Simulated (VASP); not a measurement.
A run of VASP 6.6.1 is set up as follows.

The input POSCAR:

```
P
1.0
    1.6873296145      0.9741802071      2.7622251876
   -1.6873296145      0.9741802071      2.7622251876
    0.0000000000     -1.9483604143      2.7622251876
P
2
Direct
    0.2405154109      0.2405154109      0.2405154109
    0.7594845891      0.7594845891      0.7594845891
```

The input INCAR.step1:

```
PREC = Accurate
ENCUT = 520
ISMEAR = -1
SIGMA = 0.1
LREAL = False
LASPH = True
NELM = 100
NBANDS = 12
GGA = PE
ALGO = Normal
EDIFF = 1E-4
LWAVE = True
LCHARG = False
```

File INCAR.step2:

```
PREC = Accurate
ENCUT = 520
EDIFF = 1E-7
ISMEAR = -1
SIGMA = 0.1
LREAL = False
LASPH = True
NELM = 100
ALGO = Normal
ISIF = 2
LWAVE = False
LCHARG = False
METAGGA = R2SCAN
LMIXTAU = True
IVDW = 12
NBANDS = 12
VDW_S6 = 1.0
VDW_S8 = 0.78981345
VDW_A1 = 0.49484001
VDW_A2 = 5.73083694
ISTART = 1
```

The input KPOINTS:

```
Automatic mesh
0
Gamma
  15 15 15
```

Potentials or basis: VASP PAW PBE potentials, release 64 (P).

Launch:

```sh
$ cat potpaw_PBE.64/P/POTCAR > POTCAR
$ cp INCAR.step1 INCAR
$ mpirun -np 1 vasp_std > vasp.out
$ cp INCAR.step2 INCAR
$ mpirun -np 1 vasp_std > vasp.out
```

Question: What does it give for the pressure?

Answer: 6.7 GPa.

Question: Predict the largest force.

Answer: 0.069 eV/Å.

Question: Estimate the dispersion energy per atom.

Answer: -0.243 eV.

Question: What does it give for the band gap on the k mesh?

Answer: None (metal or under the smearing width).

Forces in eV/Å, atoms in the order of the input:
```
P    0.000  0.000 -0.069
P    0.000  0.000  0.069
```

Caveat: the PAW data sets were made with another functional, which shifts forces and pressure a little; pairwise dispersion overbinds metals, which lowers pressure and volume.
